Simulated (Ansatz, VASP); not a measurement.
**One calculation of KI, two programs**

```xyz
2
Lattice="0.0000 3.5793 3.5793 3.5793 0.0000 3.5793 3.5793 3.5793 0.0000" Properties=species:S:1:pos:R:3 pbc="T T T"
I     3.5793    3.5793    3.5793
K     0.0000    0.0000    0.0000
```

Change from the starting cell: volume scaled by 1.04.

Alike in both runs: task single point; functional PBEsol; k mesh 7 × 7 × 7; occupations fermi-dirac, width 0.05 eV; no spin polarisation.

```csv
,VASP,Ansatz
version,VASP 6.6.1,Ansatz 0.2.0
potentials or method,"VASP PAW PBE potentials, release 64 (I, K_sv)",Ansatz PAW
plane-wave cutoff (eV),520,420
valence electrons in the cell,16,26
```

VASP gave:

- gap on the k mesh at the Fermi level (eV): 3.73
- least direct gap on the mesh (eV): 3.73
- pressure (GPa): -0.7

Estimate Ansatz's values.

gap on the k mesh at the Fermi level (eV): 3.74; least direct gap on the mesh (eV): 3.74; pressure (GPa): -0.7.

The two sets of potentials don't hold the same shells in valence.

Caveats: spin-orbit coupling is left out, which moves the levels of the heavy elements; the PAW data sets were made with another functional, which shifts forces and pressure a little (VASP); an odd mesh through Γ misses points on the zone boundary, where band edges often lie (VASP); odd divisions of the mesh miss points on the zone boundary, where band edges often lie, so the gap on the mesh can be too wide (Ansatz); the PAW data sets come from PBE, with cores solved anew for the run's functional, which leaves a small shift of forces and pressure (Ansatz).
